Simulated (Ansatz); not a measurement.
## NbN (Fm-3m): electronic heat capacity and spin susceptibility from the density of states

The calculation used Ansatz 0.2.0, DFT PBEsol, scalar-relativistic, plane waves, PAW.

Cutoff 420 eV; k points 16×16×16 on the computed 2-atom cell (Γ-centred); Gaussian smearing, width 0.10 eV; no spin polarisation.

Relaxed cell: Fm-3m, a = 4.380 Å, b = 4.380 Å, c = 4.380 Å, α = 90.00°, β = 90.00°, γ = 90.00°, 2 atoms in the primitive cell.

The density of states at the Fermi level is 0.879 states/eV in the cell of 2 atoms (1 formula unit; both spins, tetrahedra on a 24×24×24 mesh).

Task: What Sommerfeld coefficient and Pauli susceptibility does this give?

Result: Per formula unit N(E_F) = 0.879 states/eV. γ = (π²/3) k_B² N(E_F) N_A = 2.357 mJ/(mol K²) per state/eV, so γ = 2.1 mJ/(mol K²), a mole of formula units. χ_P = μ_B² N(E_F) N_A = 3.23×10⁻⁵ emu/mol per state/eV gives 2.8×10⁻⁵ emu/mol. This is the bare band result: a measured γ of the same phase is as a rule larger by a factor 1 + λ from phonons and spin fluctuations, the spin part of χ is larger by the Stoner factor, and a measured χ also holds orbital and core terms. N(E_F) at one energy is sensitive to the mesh where the density of states has sharp peaks.

Cost: 1 run of about 0.29 core-minutes, on Arm Neoverse V1 (shared hosts).